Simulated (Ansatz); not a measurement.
**PbI2: a single-point run**

The task is a single-point run on PbI2. The structure is shown as the input types it.

Program: Ansatz 0.2.0. Level of theory: density functional or hybrid calculation with the settings of its input, plane waves (as first typed). These are calculated values, not measurements.

2 further runs of the same task are left out: 2 that didn't finish.

### Step 1. The system as given

The structure is trigonal, space group P-3m1 (No. 164). Conventional cell: a = 4.566 Å, b = 4.566 Å, c = 7.041 Å, α = 90.00°, β = 90.00°, γ = 120.00°. Around Pb (site symmetry -3m) lie 6 I at 3.24 Å. I (site symmetry 3m) is surrounded by 3 Pb at 3.24 Å.

As a file:

```cif
data_structure
_symmetry_space_group_name_H-M 'P-3m1'
_symmetry_Int_Tables_number 164
_cell_length_a 4.5657
_cell_length_b 4.5657
_cell_length_c 7.0411
_cell_angle_alpha 90.000
_cell_angle_beta 90.000
_cell_angle_gamma 120.000
_cell_volume 127.11
loop_
_atom_site_label
_atom_site_type_symbol
_atom_site_symmetry_multiplicity
_atom_site_Wyckoff_symbol
_atom_site_fract_x
_atom_site_fract_y
_atom_site_fract_z
_atom_site_occupancy
Pb1 Pb 1 a 0.00000 0.00000 0.00000 1
I1 I 2 d 0.33333 0.66667 0.26678 1
```

### Step 2. The run

The input, input.yaml:

```yaml
crystal:
  lattice:
    - [4.5657260587, 0.0, 0.0]
    - [-2.2828630293, 3.9540347535, 0.0]
    - [0.0, 0.0, 7.041082079]
  atoms:
    - { symbol: Pb, position: [0.0, 0.0, 0.0] }
    - { symbol: I, position: [0.3333333333, 0.6666666667, 0.2667794131] }
    - { symbol: I, position: [0.6666666667, 0.3333333333, 0.7332205869] }
kpoints:
  mp_grid: { grid: [6, 6, 4] }
hamiltonian:
  xc: pbe
scf:
  occupations: { method: fixed }
  n_extra_bands: 4
  mixing: { beta: 1.9 }
  max_iter: 88
output:
  forces: true
  stress: true
  eigenvalues: true
```

Launch:

```sh
$ ansatz run input.yaml --threads 4 --pin off --max-ram 3686MiB --backend cpu --events-out ev --progress --plain --runs-dir out
```

**Question.** How will this run end, and is anything wrong with its input?

The run ended at the input check. It says: «invalid value for `scf.mixing.beta`: must be finite and in (0, 1]; got 1.9»

In the input, scf.mixing.beta is 1.9. A value lies outside the range that the key allows.

Remedy: delete scf.mixing.beta (the default then holds).
